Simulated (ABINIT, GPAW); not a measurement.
Given: the input of a run of ABINIT 10.8.3 (patched build) on Co. 

run.abi

```
# Pseudopotentials
pp_dirpath "./"
pseudos "Co.GGA_PBE-JTH.xml"

# Structure
structure "poscar:POSCAR"
natom 2

# Plane-wave basis
ecut 26.0
pawecutdg 48.0

# k points
kptopt 1
ngkpt 12 12 7
nshiftk 1
shiftk 0.0 0.0 0.0

# Exchange and correlation
ixc 11

# Bands and occupations
nband 22
occopt 3
tsmear 0.05 eV

# Spin
nsppol 2
spinat
     0.0000000000     0.0000000000     2.0000000000
     0.0000000000     0.0000000000     2.0000000000

# SCF cycle
nstep 100
tolvrs 1.0e-9

# Output
iomode 3
prtwf 0
prtden 0
prteig 0
prtebands 0
enunit 2
```

Contents of POSCAR:

```
Co
1.0
    2.4719999032      0.0000000000      0.0000000000
   -1.2359999516      2.1408147143      0.0000000000
    0.0000000000      0.0000000000      4.0211440800
Co
2
Direct
    0.6666666667      0.3333333333      0.7500000000  Co
    0.3333333333      0.6666666667      0.2500000000  Co
```

Potentials or basis: JTH PAW PBE v2.0.

The run is started by

```bash
$ abinit run.abi > log 2>&1
```

**Question.** Set up the same calculation for GPAW 26.7.0 (ASE script). Potentials or basis there: GPAW PAW data sets (gpaw-data 1.2.1), cutoff 600 eV.

**Answer.** As run (cutoffs and basis follow the program's own potentials, and thresholds, step limits or extra output files can differ):

The input run.py:

```python
from ase import Atoms
from ase.dft.bandgap import bandgap
from ase.io import write
from ase.units import Bohr, GPa
from gpaw import GPAW, PW
from gpaw.elf import elf_from_dft_calculation

atoms = Atoms(['Co', 'Co'],
              cell=[[2.4719999032, 0.0, 0.0],
                    [-1.2359999516, 2.1408147143, 0.0],
                    [0.0, 0.0, 4.02114408]],
              scaled_positions=[[0.6666666667, 0.3333333333, 0.75],
                                [0.3333333333, 0.6666666667, 0.25]],
              pbc=True)
atoms.set_initial_magnetic_moments([2.0, 2.0])

calc = GPAW(mode=PW(600),
            xc='PBE',
            kpts={'size': (12, 12, 7), 'gamma': True},
            occupations={'name': 'fermi-dirac', 'width': 0.05},
            nbands=21,
            convergence={'density': 1e-05, 'energy': 1e-05},
            maxiter=150,
            txt='gpaw.txt')
atoms.calc = calc
energy = atoms.get_potential_energy()
forces = atoms.get_forces()
stress = atoms.get_stress()
calc.write('gs.gpw')
write('result.traj', atoms)
print(f'Energy: {energy:.6f} eV')
print('Forces (eV/A):')
print(forces.round(4))
print('Stress (GPa):', (stress / GPa).round(3))
print('Moments:', calc.get_magnetic_moments().round(3))
print('Fermi level:', round(calc.get_fermi_level(), 4), 'eV')
print(f'Gap: {bandgap(calc)[0]:.4f} eV, direct: {bandgap(calc, direct=True)[0]:.4f} eV')

# fields on the real-space grid
write('density.cube', atoms, data=calc.get_pseudo_density() * Bohr**3)
write('potential.cube', atoms, data=calc.get_electrostatic_potential())
write('spin.cube', atoms, data=(calc.get_pseudo_density(spin=0) - calc.get_pseudo_density(spin=1)) * Bohr**3)
write('elf.cube', atoms, data=elf_from_dft_calculation(calc).data)
```

Potentials or basis: GPAW PAW data sets (gpaw-data 1.2.1), pw.

Command:

```bash
$ OMP_NUM_THREADS=1 python run.py
```

Both were run:

|  | ABINIT | GPAW |
| --- | --- | --- |
| Pressure | 5.1 GPa | 4.8 GPa |
| Net moment | 3.21 μB per cell | 3.21 μB per cell |

The potentials hold 34 and 18 valence electrons a cell.

The magnetic state is the one that the start led to; the real crystal's order can differ.

Pressure is positive in compression.
